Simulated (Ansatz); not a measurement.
A series in volume scale on YN

All results are calculated (Ansatz 0.2.0). Periodic Kohn-Sham DFT of a crystal at fixed atoms, scaled to volume_scale times the given cell; pressure positive in compression, energy less spherical unpolarised free atoms, largest_vzz the field gradient of largest size among the nuclei.

The cell before it is scaled or strained (space group Fm-3m, No. 225):
```
cell vectors (Å)
   0.0000     2.4385     2.4385
   2.4385     0.0000     2.4385
   2.4385     2.4385     0.0000
atoms (fractions of the cell vectors)
Y   0.00000  0.00000  0.00000
N   0.50000  0.50000  0.50000
```

Settings of every row: method frozen-core PAW; functional PBE; relativity scalar; k mesh 9x9x9; filling fermi-dirac; smearing width 0.03 eV; wave cutoff 420 eV; paw set soft_2.

Atom start moment: 0 on all atoms.

Limits: small gap, it may come from the mesh.

| row | volume scale | V (Å³/atom) | pressure (GPa) |
| --- | --- | --- | --- |
| 1 | 0.94 | 13.63 | 15.029 |
| 2 | 0.96 | 13.92 | 10.587 |
| 3 | 0.97 | 14.065 | 8.53 |
| 4 | 0.98 | 14.21 | 6.576 |
| 5 | 0.99 | 14.355 | 4.721 |
| 6 | 1 | 14.5 | ? |
| 7 | 1.01 | 14.645 | 1.283 |
| 8 | 1.02 | 14.79 | -0.307 |
| 9 | 1.04 | 15.08 | -3.254 |

Question: what pressure should row 6 give?

Worked fit of pressure. Take u = (V_r/V)^(2/3) − 1 with V_r = 14.283 Å³ an atom, which is twice the finite (Eulerian) strain; such expansions in the strain, on which the Birch-Murnaghan equation of state is built, carry the rest volume and the bulk modulus. The shown rows have u = 0.03169, 0.01731, 0.01031, 0.00342, -0.00335, -0.01655, -0.02299, -0.03555. Least squares give pressure = 5.6309 + 274.063 × u + 695.55 × u² + 463 × u³ GPa; a parabola predicts inner rows, each left out in turn, worse (root mean square 0.0047 against 0.0013 GPa). The rows lie off it by 0.000, 0.001, -0.001, 0.000, 0.000, -0.001, 0.001, 0.000. The pressure vanishes at u = -0.0217, or V = 14.76 Å³ an atom, and there the bulk modulus at fixed shape and fractions is B = −V dP/dV = (2/3)(1 + u) dP/du = 159 GPa. The withheld row has u = -0.01, so the fit gives 5.6309 + 274.063 × (-0.01) + 695.55 × (-0.01)² + 463 × (-0.01)³ = 2.959 GPa.

The calculation gave 2.958 GPa. The fit lies 0.001 GPa (0.0055 % of the column's range) above it, one unit of the last digit.
